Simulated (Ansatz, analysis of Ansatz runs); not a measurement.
**Does the charge change how O moves in SnO2 (P4_2/mnm)?**

Aim: compare the barrier of one jump in SnO2 (P4_2/mnm) across charge states. The case: V_O hop (2.6 Å), in a cell of 72 host atoms with 1 O taken out.

Main program and level: analysis of Ansatz runs 0.2.0; migration barriers of one hop by charge state from climbing-image bands, PBEsol; no image-charge correction, which largely cancels along a path.

## Step 1: The structure

The cell holds 71 atoms: 24 Sn and 47 O. Cell: a = 9.537 Å, b = 9.537 Å, c = 9.637 Å, α = 90.0°, β = 90.0°, γ = 90.0°. It derives from SnO2 (space group P4_2/mnm). Nearest the centre at fractional (0.500, 0.500, 0.500): O44 at 1.31 Å, Sn67 at 1.61 Å, Sn61 at 1.61 Å, O18 at 2.62 Å, O70 at 2.62 Å, O12 at 2.62 Å, O64 at 2.62 Å, Sn25 at 3.37 Å.

As a file:

```xyz
71
Lattice="9.5368 0.0000 0.0000 0.0000 9.5368 0.0000 0.0000 0.0000 9.6373" Properties=species:S:1:pos:R:3 pbc="T T T"
Sn    2.3842    2.3842    1.6062
Sn    0.0000    0.0000    0.0000
O     0.9239    3.8445    1.6062
O     3.8445    0.9239    1.6062
O     1.4603    1.4603    0.0000
O     3.3081    3.3081    0.0000
Sn    2.3842    2.3842    4.8186
Sn    0.0000    0.0000    3.2124
O     0.9239    3.8445    4.8186
O     3.8445    0.9239    4.8186
O     1.4603    1.4603    3.2124
O     3.3081    3.3081    3.2124
Sn    2.3842    2.3842    8.0311
Sn    0.0000    0.0000    6.4249
O     0.9239    3.8445    8.0311
O     3.8445    0.9239    8.0311
O     1.4603    1.4603    6.4249
O     3.3081    3.3081    6.4249
Sn    2.3842    7.1526    1.6062
Sn    0.0000    4.7684    0.0000
O     0.9239    8.6129    1.6062
O     3.8445    5.6923    1.6062
O     1.4603    6.2287    0.0000
O     3.3081    8.0765    0.0000
Sn    2.3842    7.1526    4.8186
Sn    0.0000    4.7684    3.2124
O     0.9239    8.6129    4.8186
O     1.4603    6.2287    3.2124
O     3.3081    8.0765    3.2124
Sn    2.3842    7.1526    8.0311
Sn    0.0000    4.7684    6.4249
O     0.9239    8.6129    8.0311
O     3.8445    5.6923    8.0311
O     1.4603    6.2287    6.4249
O     3.3081    8.0765    6.4249
Sn    7.1526    2.3842    1.6062
Sn    4.7684    0.0000    0.0000
O     5.6923    3.8445    1.6062
O     8.6129    0.9239    1.6062
O     6.2287    1.4603    0.0000
O     8.0765    3.3081    0.0000
Sn    7.1526    2.3842    4.8186
Sn    4.7684    0.0000    3.2124
O     5.6923    3.8445    4.8186
O     8.6129    0.9239    4.8186
O     6.2287    1.4603    3.2124
O     8.0765    3.3081    3.2124
Sn    7.1526    2.3842    8.0311
Sn    4.7684    0.0000    6.4249
O     5.6923    3.8445    8.0311
O     8.6129    0.9239    8.0311
O     6.2287    1.4603    6.4249
O     8.0765    3.3081    6.4249
Sn    7.1526    7.1526    1.6062
Sn    4.7684    4.7684    0.0000
O     5.6923    8.6129    1.6062
O     8.6129    5.6923    1.6062
O     6.2287    6.2287    0.0000
O     8.0765    8.0765    0.0000
Sn    7.1526    7.1526    4.8186
Sn    4.7684    4.7684    3.2124
O     5.6923    8.6129    4.8186
O     8.6129    5.6923    4.8186
O     6.2287    6.2287    3.2124
O     8.0765    8.0765    3.2124
Sn    7.1526    7.1526    8.0311
Sn    4.7684    4.7684    6.4249
O     5.6923    8.6129    8.0311
O     8.6129    5.6923    8.0311
O     6.2287    6.2287    6.4249
O     8.0765    8.0765    6.4249
```

The cell's shortest repeat is 9.5 Å.

## Step 2: The bands

Climbing-image bands with Ansatz at one point at (¼, ¼, ¼), on 4 threads of Arm Neoverse V1, shared host:

| charge | moment (μB) | images | iterations | energies along the band (eV) | time |
| --- | --- | --- | --- | --- | --- |
| +2 | 0 | 5 | 5 | 0.00, 0.30, 0.89, 1.21, 0.89, 0.30, 0.00 | 16 min |
| 0 | 0 | 5 | 6 | 0.00, 0.55, 1.59, 2.10, 1.59, 0.55, 0.00 | 17 min |

## Step 3: Barriers and rates

Arrhenius rates with an assumed prefactor of 1e13 per second. Hop rate against temperature:

| temperature (K) | charge +2 (1/s) | charge +0 (1/s) |
| --- | --- | --- |
| 200 | 2.9e-18 | 9.6e-41 |
| 300 | 4.4e-8 | 4.5e-23 |
| 400 | 0.00541 | 3.1e-14 |
| 600 | 664 | 2.1e-5 |
| 800 | 2.3e5 | 0.557 |
| 1000 | 7.8e6 | 249 |

## Step 4: What came out

| Quantity | Value |
| --- | --- |
| barrier at charge plus 2 | 1.21 eV |
| barrier at charge 0 | 2.10 eV |

**Reading.** The barrier is lowest at charge +2 (1.21 eV) and highest at 0 (2.10 eV). No image-charge correction is applied. The order of the top as a saddle was not checked for all atoms, so a bent path could be lower. Limits: one k-point off the zone centre stands for the whole zone; spin–orbit coupling, which can matter with heavy atoms, is left out.

[Logs are printed without paths, hosts, clocks, repeated set-up lines and the standing remarks that a program may print on its own settings, such as how far it seeks lower states.]

[Hosts, paths, dates, database ids (printed as entryN), source tags and the programs' standing remarks are cut or masked in the printed files.]
